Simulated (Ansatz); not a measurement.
Ag$_{3}$O: the relaxed cell by functional

The starting cell is an entry of the Crystallography Open Database (1981):

```
CELL_PARAMETERS angstrom
5.31800 0.00000 0.00000
-2.65900 4.60552 0.00000
0.00000 0.00000 4.95100
ATOMIC_POSITIONS crystal
Ag 0.31085 0.00000 0.22280
Ag 0.00000 0.31085 0.22280
Ag 0.68915 0.68915 0.22280
Ag 0.00000 0.68915 0.77720
Ag 0.68915 0.00000 0.77720
Ag 0.31085 0.31085 0.77720
O 0.33333 0.66667 0.50000
O 0.66667 0.33333 0.50000
```

Atoms and cell were relaxed at zero pressure with plane-wave PAW DFT (Ansatz 0.2.0; one set of PAW datasets, made under PBE, for all functionals; 420 eV, r2SCAN 500 eV; 7×7×6 Γ-centred mesh, fermi-dirac occupations of width 0.100 eV; no spin polarisation, no spin-orbit coupling, no dispersion correction), keeping the symmetry (P-31m, No. 162).

Four functionals were used, LDA, PBEsol, PBE and r2SCAN. Their relaxed conventional cells, unnamed:

```
run  a (Å)  c (Å)  volume (Å³/atom)
  A  5.324  4.972             15.26
  B  5.370  5.058             15.79
  C  5.225  5.001             14.78
  D  5.148  4.950             14.20
```

Task: Which run is LDA's and which PBE's?

Result: D is LDA, which overbinds and gives the smallest cell, and B is PBE, as a rule the largest. Of the two between, C is PBEsol and A is r2SCAN, an order that varies from crystal to crystal. Formation energies in eV an atom: LDA -0.130, PBEsol -0.050, PBE -0.044, r2SCAN -0.123.

Caveats: each relaxation keeps the start's symmetry, so a distorted cell may lie lower; computed cells are at 0 K with fixed nuclei; formation energies are at zero smearing against the elements' usual phases under the same functional, gases as free molecules, uncorrected.
